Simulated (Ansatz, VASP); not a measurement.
## InAs: VASP beside Ansatz

```
In As
1.0
     0.00000    3.03002    3.03002
     3.03002    0.00000    3.03002
     3.03002    3.03002    0.00000
In As
1 1
Direct
  0.00000 0.00000 0.00000
  0.25000 0.25000 0.25000
```

Alike in both runs: task single point; functional PBE; k mesh 12 × 12 × 12; occupations gaussian, width 0.1 eV; no spin polarisation.

```csv
,VASP,Ansatz
version,VASP 6.6.1,Ansatz 0.2.0
potentials or method,"VASP PAW PBE potentials, release 64 (In_d, As)","scalar-relativistic, plane waves, PAW"
plane-wave cutoff (eV),520,420
valence electrons in the cell,18,28
```

|  | VASP | Ansatz | Ansatz less VASP |
| --- | --- | --- | --- |
| gap on the k mesh at the Fermi level (eV) | none | none | - |
| pressure (GPa) | 3.6 | 3.5 | -0.07 |

A gap of «none» marks a metal or a gap that the smearing closes. With one functional, cell and mesh, what is left measures potentials, basis and numerics. The two sets of potentials don't hold the same shells in valence.
